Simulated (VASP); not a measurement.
Input of a VASP 6.6.1 run:

Contents of POSCAR:

```
NiO
1.0
    0.0000000000      2.0859016414      2.0859016414
    2.0859016414      0.0000000000      2.0859016414
    2.0859016414      2.0859016414      0.0000000000
Ni O
1 1
Direct
    0.0000000000      0.0000000000      0.0000000000
    0.5000000000      0.5000000000      0.5000000000
```

The input INCAR.step1:

```
  ALGO = Normal
  EDIFF = 1E-6
  ENCUT = 520
  GGA = 91
  ISIF = 2
  ISMEAR = -1
  ISPIN = 2
  LASPH = True
  LCHARG = True
  LMAXMIX = 4
  LORBIT = 11
  LREAL = False
  LWAVE = False
  MAGMOM = 1 0
  NBANDS = 19
  NELM = 120
  PREC = Accurate
  SIGMA = 0.05
```

Contents of KPOINTS.step1:

```
k-points
0
Gamma
  11 11 11
```

INCAR.step2

```
  ALGO = Normal
  EDIFF = 1E-6
  ENCUT = 520
  GGA = 91
  ICHARG = 11
  ISIF = 2
  ISMEAR = 0
  ISPIN = 2
  LASPH = True
  LCHARG = False
  LMAXMIX = 4
  LORBIT = 11
  LREAL = False
  LWAVE = False
  MAGMOM = 1 0
  NBANDS = 19
  NELM = 120
  PREC = Accurate
  SIGMA = 0.05
```

KPOINTS.step2

```
path GXWKGLUWLK,UX
10
line-mode
reciprocal
 0.0000000000  0.0000000000  0.0000000000  G
 0.5000000000  0.0000000000  0.5000000000  X

 0.5000000000  0.0000000000  0.5000000000  X
 0.5000000000  0.2500000000  0.7500000000  W

 0.5000000000  0.2500000000  0.7500000000  W
 0.3750000000  0.3750000000  0.7500000000  K

 0.3750000000  0.3750000000  0.7500000000  K
 0.0000000000  0.0000000000  0.0000000000  G

 0.0000000000  0.0000000000  0.0000000000  G
 0.5000000000  0.5000000000  0.5000000000  L

 0.5000000000  0.5000000000  0.5000000000  L
 0.6250000000  0.2500000000  0.6250000000  U

 0.6250000000  0.2500000000  0.6250000000  U
 0.5000000000  0.2500000000  0.7500000000  W

 0.5000000000  0.2500000000  0.7500000000  W
 0.5000000000  0.5000000000  0.5000000000  L

 0.5000000000  0.5000000000  0.5000000000  L
 0.3750000000  0.3750000000  0.7500000000  K

 0.6250000000  0.2500000000  0.6250000000  U
 0.5000000000  0.0000000000  0.5000000000  X
```

Potentials or basis: VASP PAW PBE potentials, release 64 (Ni, O).

The run is started by

```sh
$ cat potpaw_PBE.64/Ni/POTCAR potpaw_PBE.64/O/POTCAR > POTCAR
$ cp INCAR.step1 INCAR
$ cp KPOINTS.step1 KPOINTS
$ mpirun -np 1 vasp_std > vasp.out
$ cp INCAR.step2 INCAR
$ cp KPOINTS.step2 KPOINTS
$ mpirun -np 1 vasp_std > vasp.out
```

(1) Predict the net moment.

(2) What does it give for the band gap along the path?

Answers

(1) 1.31 μB per cell.

(2) none (metal or under the smearing width).

Caveat: the log is that of the step along the path at fixed density, whose energy, stress, charges and moments have no meaning; a cell with one magnetic atom can't hold antiferromagnetic order, which such compounds often take; semilocal functionals often make such compounds metallic where correlation or magnetic order opens a gap, which also shifts bond lengths.

**Measured values to compare with.**

“Local correlations, non-local screening, multiplets, and band formation in NiO”, 2012, arxiv:1210.6675 quotes, for a bulk crystal of NiO: band gap 4.3 eV.

Against the measured gap of NiO, 4.3 eV (quoted in “Local correlations, non-local screening, multiplets, and band formation in NiO”, 2012, arxiv:1210.6675), the calculated 0.00 eV is off by -4.30 eV. So large a miss can be the level of theory's own, or it may mean another phase, state or a wrong row. The value is that of PW91, without temperature or zero-point motion. Semilocal functionals fall short of measured gaps as a rule. The run's magnetic order (collinear spin, ferromagnetic start) needn't be the measured crystal's.
